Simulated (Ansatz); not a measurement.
# AlPH5: the cost of one run

Method: DFT PBE, scalar-relativistic, plane waves, PAW, in Ansatz 0.2.0.

The COD entry's cell or inner coordinates are ideal or old and differ from later refinements, so a difference from it is no clean test against experiment.

1 further run of the same task is left out (set aside as unsound or not needed).

## (1) The starting structure

The structure is cubic, space group F-43m (No. 216). Conventional cell: a = 5.507 Å, b = 5.507 Å, c = 5.507 Å, α = 90.00°, β = 90.00°, γ = 90.00°. Al (site symmetry -43m) is surrounded by 4 P at 2.38 Å. P (site symmetry -43m) is surrounded by 4 Al at 2.38 Å.

Structure file:

```
Al P
1.0
     0.00000    2.75340    2.75340
     2.75340    0.00000    2.75340
     2.75340    2.75340    0.00000
Al P
1 1
Direct
  0.00000 0.00000 0.00000
  0.25000 0.25000 0.25000
```

This cell was relaxed beforehand with the same method: volume 20.87 Å³/atom, gap on the mesh 1.63 eV.

## (2) Building the cluster of 4 host atoms with H caps, cut as a sphere about point 0.22 0.01 0.23

The cluster is cut from the relaxed crystal and set in a periodic box with vacuum round it. Its excess energy counts from the bulk, -647.2216 eV an atom. Each H cap counts from half an H2 molecule (-15.872 eV in a separate run).

The cell holds 2 Al, 2 P, 10 H: a = 13.900 Å, b = 12.700 Å, c = 13.200 Å, α = 90.00°, β = 90.00°, γ = 90.00°.

## (3) Relaxing it

Contents of input.yaml:

```yaml
crystal:
  lattice:
    - [13.9, 0.0, 0.0]
    - [0.0, 12.7, 0.0]
    - [0.0, 0.0, 13.2]
  atoms:
    - { symbol: Al, position: [0.446740168, 0.5, 0.3957045242] }
    - { symbol: P, position: [0.5457833537, 0.3915984031, 0.5] }
    - { symbol: Al, position: [0.6448265394, 0.5, 0.6042954758] }
    - { symbol: P, position: [0.3476969823, 0.6084015969, 0.5] }
    - { symbol: H, position: [0.5131977529, 0.5727370418, 0.3257226733] }
    - { symbol: H, position: [0.3802825831, 0.4272629582, 0.3257226733] }
    - { symbol: H, position: [0.4868022471, 0.3270442785, 0.5621088926] }
    - { symbol: H, position: [0.6047644603, 0.3270442785, 0.4378911074] }
    - { symbol: H, position: [0.5783689544, 0.5727370418, 0.6742773267] }
    - { symbol: H, position: [0.7112841243, 0.5727370418, 0.534313625] }
    - { symbol: H, position: [0.7112841243, 0.4272629582, 0.6742773267] }
    - { symbol: H, position: [0.4066780889, 0.6729557215, 0.5621088926] }
    - { symbol: H, position: [0.2887158757, 0.5438474724, 0.5621088926] }
    - { symbol: H, position: [0.2887158757, 0.6729557215, 0.4378911074] }
basis:
  ecutwfc: 420
kpoints:
  mp_grid: { grid: [1, 1, 1] }
hamiltonian:
  xc: pbe
scf:
  occupations: { method: gaussian, width: 0.05 }
output:
  forces: true
  eigenvalues: true
  populations: true
  write_density: true
  write_potential: true
  elf: true
  volumetric_format: npy
relax:
  adjacent_minimum: "off"
  f_tol: 0.03
  max_steps: 40
```

Started as:

```bash
ansatz run input.yaml --threads 4 --pin off --max-ram 11264MiB --backend cpu --events-out ev --progress --plain --runs-dir out
```

**Question.** How long does this run take on 4 threads of Arm Neoverse V2, shared host, and how much memory does it need?

About 55 s, with a peak of 1.2 GiB.
